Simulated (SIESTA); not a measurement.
Write the native input for SIESTA 5.4.2 that does the following.

| Property | Result |
| --- | --- |
| Task | phonons |
| Functional | PBEsol |
| Potentials or basis | PseudoDojo 0.4 standard (PBEsol files) |
| Basis | DZP (energy shift 0.003 Ry; two zetas on semicore shells) |
| Grid cutoff | 1200 Ry |
| Energy shift | 0.003 Ry |
| k mesh | 8 × 8 × 4 |
| Occupations | fermi-dirac, width 0.05 eV |
| Spin | no spin polarisation |
| Displacement | 0.04 bohr |

Ta:

```
Ta
1.0
     2.88062    0.00000    0.00000
    -1.44031    2.49469    0.00000
     0.00000    0.00000    5.06938
Ta
2
Direct
  0.33333 0.66667 0.25000
  0.66667 0.33333 0.75000
```

This isn't the form of Ta at room conditions, which is bcc.

The cell isn't the ideal one: relaxed by the run before.

The input as run:

Ta.fdf

```
SystemName                      Ta
SystemLabel                     Ta
NumberOfSpecies                 1
NumberOfAtoms                   2
%block ChemicalSpeciesLabel
  1  73 Ta
%endblock ChemicalSpeciesLabel

LatticeConstant                 1.0 Ang
%block LatticeVectors
     2.8806190000    -0.0000020000     0.0000000000
    -1.4403110000     2.4946880000     0.0000000000
     0.0000000000     0.0000000000     5.0693800000
%endblock LatticeVectors
AtomicCoordinatesFormat         Fractional
%block AtomicCoordinatesAndAtomicSpecies
     0.3333340000     0.6666660000     0.2500000000  1  Ta
     0.6666660000     0.3333340000     0.7500000000  1  Ta
%endblock AtomicCoordinatesAndAtomicSpecies

%block kgrid.MonkhorstPack
    8   0   0  0.0
    0   8   0  0.0
    0   0   4  0.0
%endblock kgrid.MonkhorstPack
XC.Functional                   GGA
XC.Authors                      PBEsol
PAO.BasisSize                   DZP
PAO.EnergyShift                 0.003 Ry
Mesh.Cutoff                     1200 Ry
OccupationFunction              FD
ElectronicTemperature           0.05 eV
MaxSCFIterations                120
SCF.MustConverge                false
SCF.Mixer.Method                Pulay
SCF.Mixer.Weight                0.25
SCF.Mixer.History               8
SCF.DM.Tolerance                1.0e-05
SCF.H.Tolerance                 1.0e-04 eV
WriteForces                     true
Charge.Mulliken                 end
MD.TypeOfRun                    FC
FC.First                        1
FC.Last                         2
FC.Displacement                 0.04 Bohr
%block PAO.Basis
  Ta 5
  n=5 0 2
    3.138 0.000
  n=6 0 2
    7.687 0.000
  n=5 1 2
    3.782 0.000
  n=6 1 1
    7.687
  n=5 2 2
    7.138 0.000
%endblock PAO.Basis
```

vibra.fdf

```
SystemLabel                     Ta
NumberOfAtoms                   2
LatticeConstant                 1.0 Ang
%block LatticeVectors
     2.8806190000    -0.0000020000     0.0000000000
    -1.4403110000     2.4946880000     0.0000000000
     0.0000000000     0.0000000000     5.0693800000
%endblock LatticeVectors
AtomicCoordinatesFormat         NotScaledCartesianAng
%block AtomicCoordinatesAndAtomicSpecies
     0.0000018806     1.6631230035     1.2673450000 1 180.9479
     1.4403061194     0.8315629965     3.8020350000 1 180.9479
%endblock AtomicCoordinatesAndAtomicSpecies
SuperCell_1                     0
SuperCell_2                     0
SuperCell_3                     0
AtomicDispl                     0.04 Bohr
BandLinesScale                  ReciprocalLatticeVectors
%block BandLines
  1  0.0 0.0 0.0  \Gamma
%endblock BandLines
```

Potentials or basis: PseudoDojo 0.4 standard (PBEsol files), DZP (energy shift 0.003 Ry; two zetas on semicore shells).

Run with:

```console
$ siesta Ta.fdf > Ta.out 2>&1
$ vibra < vibra.fdf > vibra.out
```

It gave:

```json
{
 "Highest phonon frequency at Γ": "202 cm⁻¹",
 "Most unstable mode": "60i cm⁻¹"
}
```

Caveat: some modes are imaginary.

Run time: 13 min on 1 thread of Arm Neoverse V2, with other jobs on the host, peak memory 0.44 GiB.
